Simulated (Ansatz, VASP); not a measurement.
**MoS2 in VASP and in Ansatz**

File INCAR:

```
SYSTEM = MoS2
PREC = Accurate ; ENCUT = 600
EDIFF = 1E-6 ; ISMEAR = 0
SIGMA = 0.01 ; LREAL = .False.
LASPH = .True. ; NELM = 100
ALGO = Fast ; ISIF = 3
LWAVE = .False. ; LCHARG = .False.
GGA = PE ; IVDW = 12
IBRION = 2 ; NSW = 100
EDIFFG = -0.003
```

File KPOINTS:

```
regular mesh
0
Gamma
  12 12 3
  0 0 0
```

The input POSCAR:

```
MoS2
1.0
    3.1690000000      0.0000000000      0.0000000000
   -1.5845000000      2.7444345046      0.0000000000
    0.0000000000      0.0000000000     12.3240000000
Mo S
2 4
Direct
    0.3333333333      0.6666666667      0.2500000000
    0.6666666667      0.3333333333      0.7500000000
    0.3333333333      0.6666666667      0.6230000000
    0.6666666667      0.3333333333      0.1230000000
    0.3333333333      0.6666666667      0.8770000000
    0.6666666667      0.3333333333      0.3770000000
```

Input for Ansatz:

```yaml
crystal:
  lattice:
    - [3.169, 0.0, 0.0]
    - [-1.5845, 2.7444345046, 0.0]
    - [0.0, 0.0, 12.324]
  atoms:
    - { symbol: Mo, position: [0.3333333333, 0.6666666667, 0.25] }
    - { symbol: Mo, position: [0.6666666667, 0.3333333333, 0.75] }
    - { symbol: S, position: [0.3333333333, 0.6666666667, 0.623] }
    - { symbol: S, position: [0.6666666667, 0.3333333333, 0.123] }
    - { symbol: S, position: [0.3333333333, 0.6666666667, 0.877] }
    - { symbol: S, position: [0.6666666667, 0.3333333333, 0.377] }
scf:
  occupations: { method: fixed }
output:
  forces: true
  stress: true
  eigenvalues: true
  write_density: true
  write_potential: true
  elf: true
  volumetric_format: npy
kpoints:
  mp_grid: { grid: [12, 12, 3] }
relax:
  f_tol: 0.003
  max_steps: 80
  cell: { stress_tol: 0.03 }
hamiltonian:
  dispersion: d3bj
```

Alike in both runs: task relaxation of cell and atoms; functional PBE; dispersion D3(BJ); k mesh 12 × 12 × 3; no spin polarisation.

```csv
,VASP,Ansatz
version,VASP 6.6.1,Ansatz 0.2.0
potentials or method,"VASP PAW PBE potentials, release 64 (Mo_sv, S)","scalar-relativistic, plane waves, PAW"
plane-wave cutoff (eV),600,420
occupations,"gaussian, width 0.01 eV",fixed
valence electrons in the cell,52,52
```

```csv
,VASP,Ansatz,Ansatz less VASP
"gap on the k mesh at the Fermi level, each at its own relaxed structure (eV)",0.80,0.78,-0.015
relaxed volume (Å³/atom),17.30,17.31,+0.008
relaxed cell length with the largest relative difference (Å),12.087,12.090,+0.0030
energy change over the relaxation (meV/atom),-3,-3,+0.2
```

Caveats: an odd mesh through Γ misses points on the zone boundary, where band edges often lie.
